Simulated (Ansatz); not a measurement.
## Zone-centre modes in CoO

Computed with DFT PBEsol, scalar-relativistic, plane waves, PAW (Ansatz). Settings: plane waves to 420 eV, k-mesh 20×20×14 (Γ-centred), Gaussian smearing 0.15 eV. Collinear spins, started from moments 2.6, 2.6, 0.3, 0.3 μB in atom order; the magnetic state may not be the lowest.

Reference structure (relaxed at this level):

```yaml
crystal:
  lattice:
    - [0.00000, -2.08346, -2.08346]
    - [0.00000, 2.08346, -2.08346]
    - [4.16691, 0.00000, 0.00000]
  atoms:
    - { symbol: Co, position: [0.50000, 0.50000, 0.50000] }
    - { symbol: Co, position: [0.00000, 0.00000, 0.00000] }
    - { symbol: O, position: [0.50000, 0.50000, 0.00000] }
    - { symbol: O, position: [0.00000, 0.00000, 0.50000] }
```

Harmonic modes by finite displacements of 0.02 Å, without the LO–TO term. The cell doubles the primitive one, so its zone centre also holds the primitive cell's point q = (0, 1/2, 1/2).

(1) At this geometry, is the structure stable against these modes?

(2) List the wavenumbers in cm⁻¹.

Results:

(1) No: 3 modes are unstable, the strongest at 123i cm⁻¹.

(2) 123i, 88i, 88i, 0, 0, 0, 178, 179, 179, 305, 305, 388.

Cost: 1 run of about 9.1 core-minutes, on Oxide Virtual Turin-like Processor (Zen 5) (shared hosts).